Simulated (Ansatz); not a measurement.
Ta2N:

```xyz
3
Lattice="3.1129 0.0000 0.0000 -1.5564 2.6958 0.0000 0.0000 0.0000 4.8698" Properties=species:S:1:pos:R:3 pbc="T T T"
Ta    0.0000    1.7972    1.2404
Ta    1.5564    0.8986    3.6294
N     0.0000    0.0000    0.0000
```

The cell comes from a database or a generator and needn't be the stable form of this composition.

Program: Ansatz 0.2.0. Alike in all runs: potentials or basis Ansatz PAW; cell as given. Hardware: 1 thread of Intel(R) Xeon(R) Processor @ 2.30GHz, on a shared host.

Problem. Order these runs on this cell by their wall time, lowest first.
A. task density of states; level PBE+D4; spin SOC, no magnetisation; k mesh 7 × 7 × 5; cutoff (eV) 420; smearing gaussian 0.05 eV
B. task single point; level PBE; spin off; k mesh 10 × 10 × 6; cutoff (eV) 420; smearing gaussian 0.05 eV
C. task optical spectrum; level r2SCAN+D3(BJ); spin off; k mesh 10 × 10 × 6; cutoff (eV) 500; smearing gaussian 0.1 eV; broadening 0.05 eV

Solution. B (2.8 s), A (20 s), C (280 s).

Not every run made on this cell is shown here.
